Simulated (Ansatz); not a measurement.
Relaxation of GaAs

Computed with Ansatz 0.2.0, DFT PBEsol, scalar-relativistic, plane waves, PAW. Settings: 420 eV cutoff, 10×10×6 k-mesh, Gaussian smearing of 0.01 eV, no spin polarisation.

What was changed: biaxial strain in the a-b plane, c and atoms relaxed: -6.0 %.

Command:

```bash
ansatz run input.yaml --threads 1 --pin off --max-ram 2560MiB --backend cpu --events-out ev --progress --plain --runs-dir out
```

Input:

```yaml
crystal:
  lattice:
    - [2.6592378258, 2.6592378258, 0.0]
    - [-2.6592378258, 2.6592378258, 0.0]
    - [0.0, 0.0, 5.8616391224]
  atoms:
    - { symbol: Ga, position: [0.0, 0.0, 0.0] }
    - { symbol: Ga, position: [0.5, 0.5, 0.5] }
    - { symbol: As, position: [0.5, 0.0, 0.75] }
    - { symbol: As, position: [0.0, 0.5, 0.25] }
basis:
  ecutwfc: 420
kpoints:
  mp_grid: { grid: [10, 10, 6] }
hamiltonian:
  xc: pbesol
scf:
  occupations: { method: gaussian, width: 0.01 }
output:
  forces: true
  stress: true
  eigenvalues: true
relax:
  adjacent_minimum: "off"
  f_tol: 0.008
  max_steps: 40
  cell: { stress_tol: 0.015, fix: [a, b, gamma] }
```

F is the free energy. Steps run on the plane waves of an earlier cell, but the last one, and at times one on the way, on a freshly chosen basis, so a repeated geometry can differ a little in energy. The held parts of the cell keep their stress, so P needn't end at zero.

Steps:

```json
{"step": "1", "F − F(1) (eV)": "0.0000", "largest force component (eV/Å)": "0.000", "V (Å³/atom)": "20.725", "P (GPa)": "7.37"}
{"step": "2", "F − F(1) (eV)": "-0.0102", "largest force component (eV/Å)": "0.000", "V (Å³/atom)": "21.024", "P (GPa)": "5.91"}
{"step": "3", "F − F(1) (eV)": "-0.0103", "largest force component (eV/Å)": "0.000", "V (Å³/atom)": "21.060", "P (GPa)": "5.74"}
{"step": "4", "F − F(1) (eV)": "-0.0106", "largest force component (eV/Å)": "0.000", "V (Å³/atom)": "21.060", "P (GPa)": "5.74"}
```

Relaxed structure:

```yaml
crystal:
  lattice:
    - [2.65924, 2.65924, 0.00000]
    - [-2.65924, 2.65924, 0.00000]
    - [0.00000, 0.00000, 5.95624]
  atoms:
    - { symbol: Ga, position: [0.00000, 0.00000, 0.00000] }
    - { symbol: Ga, position: [0.50000, 0.50000, 0.50000] }
    - { symbol: As, position: [0.50000, 0.00000, 0.75000] }
    - { symbol: As, position: [0.00000, 0.50000, 0.25000] }
```

Symmetry: I-4m2, No. 119, tetragonal system. Conventional cell: a = 3.761 Å, b = 3.761 Å, c = 5.956 Å, α = 90.00°, β = 90.00°, γ = 90.00°. Around Ga (site symmetry -4m2) lie 4 As at 2.40 Å. As (site symmetry -4m2) is surrounded by 4 Ga at 2.40 Å.

The run converged. It took 99 s on 1 thread of Arm Neoverse V1, on a shared host, peak memory 0.45 GiB.